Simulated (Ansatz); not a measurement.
Reaction (formal exchange of groups at a Te–C bond): `FC(F)(F)[TeH]` + `CO[SiH3]` → `[SiH3]OC[TeH]` + `FC(F)F`

Calculated with Ansatz (gas phase, PBE0-D4/def2-TZVP geometries, no zero-point term in ΔE). CCSD(T)/CBS is the MP2 limit (def2-TZVPP, def2-QZVPP) plus CCSD(T) − MP2 in def2-TZVPP, frozen cores. This one scheme is used for every species. Elements past krypton have def2 core potentials. For Te outer-core shells are correlated without core-valence functions, which leaves a few kJ/mol of doubt a bond. Each species was taken in one conformer, which may not be the lowest.

`FC(F)(F)[TeH]`:

Z-matrix (Å, degrees):
```
C
F 1 1.332
F 1 1.336 2 108.0
F 1 1.332 2 107.3 3 -116.1
Te 1 2.174 2 112.6 3 119.5
H 5 1.656 1 90.4 2 60.6
```

`CO[SiH3]`:

Z-matrix (Å, degrees):
```
C
O 1 1.408
H 1 1.091 2 108.3
H 1 1.096 2 111.5 3 119.2
H 1 1.096 2 111.5 3 -119.2
Si 2 1.642 1 122.4 3 -179.7
H 6 1.481 2 106.5 1 179.8
H 6 1.490 2 110.9 1 59.7
H 6 1.490 2 110.9 1 -60.1
```

`[SiH3]OC[TeH]`:

Z-matrix (Å, degrees):
```
Si
O 1 1.653
H 1 1.480 2 105.5
H 1 1.484 2 111.7 3 -120.1
H 1 1.490 2 109.4 3 119.4
C 2 1.387 1 124.3 3 -165.3
Te 6 2.176 2 115.9 1 -70.2
H 6 1.090 2 108.8 1 172.9
H 6 1.093 2 112.6 1 51.6
H 7 1.658 6 93.4 2 88.0
```

`FC(F)F`:

Z-matrix (Å, degrees):
```
C
F 1 1.331
F 1 1.331 2 108.5
F 1 1.331 2 108.5 3 -117.7
H 1 1.093 2 110.4 3 121.1
```

```json
{"species": "`FC(F)(F)[TeH]`", "HF/CBS(def2) energy (Eh)": "-603.91757"}
{"species": "`CO[SiH3]`", "HF/CBS(def2) energy (Eh)": "-405.26011"}
{"species": "`[SiH3]OC[TeH]`", "HF/CBS(def2) energy (Eh)": "-672.24731"}
{"species": "`FC(F)F`", "HF/CBS(def2) energy (Eh)": "-336.94256"}
```

Work out ΔE.

ΔE = (-672.24731) + (-336.94256) − (-603.91757) − (-405.26011) = -0.01219 Eh = -32.0 kJ/mol. CCSD(T)/CBS gives -33.2 kJ/mol.

Largest T1 diagnostic among the species: 0.012.

From PBE to PBE0 (25 % exact exchange), in def2-TZVPP and without D4, ΔE moves by −3.9 kJ/mol. The D4 term adds −4.8 kJ/mol with B3LYP and −2.8 kJ/mol with PBE0; it sums over pairs of atoms, weighted by their polarisabilities, and B3LYP, whose exchange is more repulsive, gets the larger term.

B3LYP here is the variant with VWN-RPA as its local correlation; programs differ in this.
